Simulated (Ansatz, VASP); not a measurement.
**C in VASP and in Ansatz**

```xyz
2
Lattice="0.0000 1.7834 1.7834 1.7834 0.0000 1.7834 1.7834 1.7834 0.0000" Properties=species:S:1:pos:R:3 pbc="T T T"
C     0.0000    0.0000    0.0000
C     0.8917    0.8917    0.8917
```

This isn't the form of C at room conditions, which is graphite.

Alike in both runs: task single point; functional PBE; k mesh 10 × 10 × 10; no spin polarisation.

|  | VASP | Ansatz |
| --- | --- | --- |
| version | VASP 6.6.1 | Ansatz 0.2.0 |
| potentials or method | VASP PAW PBE potentials, release 64 (C) | plane waves, PAW |
| plane-wave cutoff (eV) | 520 | 420 |
| occupations | gaussian, width 0.01 eV | fixed |
| valence electrons in the cell | 8 | 8 |

Ansatz gave:

```
gap on the k mesh at the Fermi level (eV) : 4.18
pressure (GPa)                            : 1.8
```

Task: Estimate VASP's values.

Result: gap on the k mesh at the Fermi level (eV): 4.17; pressure (GPa): 2.5.
